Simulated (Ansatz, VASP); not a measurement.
## One calculation of CdF2, two programs

Contents of INCAR:

```
PREC = Accurate ; ENCUT = 520
EDIFF = 1E-6 ; ISMEAR = 0
SIGMA = 0.05 ; LREAL = F
LASPH = T ; NELM = 80
ALGO = Normal ; ISIF = 2
LWAVE = F ; LCHARG = F
GGA = PE ; NBANDS = 20
```

The input KPOINTS:

```
regular mesh
0
Gamma
  4 4 4
```

POSCAR

```
CdF2
1.0
    0.0000000000      2.6939990179      2.6939990179
    2.6939990179      0.0000000000      2.6939990179
    2.6939990179      2.6939990179      0.0000000000
Cd F
1 2
Direct
    0.0000000000      0.0000000000      0.0000000000
    0.2500000000      0.2500000000      0.2500000000
    0.7500000000      0.7500000000      0.7500000000
```

Input for Ansatz:

```yaml
crystal:
  lattice:
    - [0.0, 2.6939990179, 2.6939990179]
    - [2.6939990179, 0.0, 2.6939990179]
    - [2.6939990179, 2.6939990179, 0.0]
  atoms:
    - { symbol: Cd, position: [0.0, 0.0, 0.0] }
    - { symbol: F, position: [0.25, 0.25, 0.25] }
    - { symbol: F, position: [0.75, 0.75, 0.75] }
basis:
  ecutwfc: 420
  ecutrho_ratio: 4
kpoints:
  mp_grid: { grid: [4, 4, 4] }
hamiltonian:
  xc: pbe
scf:
  occupations: { method: gaussian, width: 0.05 }
output:
  forces: true
  stress: true
  eigenvalues: true
  populations: true
  write_density: true
  write_potential: true
  elf: true
  volumetric_format: npy
```

Alike in both runs: task single point; functional PBE; k mesh 4 × 4 × 4; occupations gaussian, width 0.05 eV; no spin polarisation.

```csv
,VASP,Ansatz
version,VASP 6.6.1,Ansatz 0.2.0
potentials or method,"VASP PAW PBE potentials, release 64 (Cd, F)","scalar-relativistic, plane waves, PAW"
plane-wave cutoff (eV),520,420
valence electrons in the cell,26,34
```

|  | VASP | Ansatz | Ansatz less VASP |
| --- | --- | --- | --- |
| gap on the k mesh at the Fermi level (eV) | 3.07 | 3.10 | +0.033 |
| least direct gap on the mesh (eV) | 3.57 | 3.60 | +0.031 |
| pressure (GPa) | 6.2 | 5.5 | -0.75 |

The two sets of potentials don't hold the same shells in valence.

Caveats: the k mesh is coarse (spacing up to 0.50 Å⁻¹), so the values aren't converged. A hybrid or GW would open this gap; PBE tends to underestimate it. A k mesh can miss the band edges.
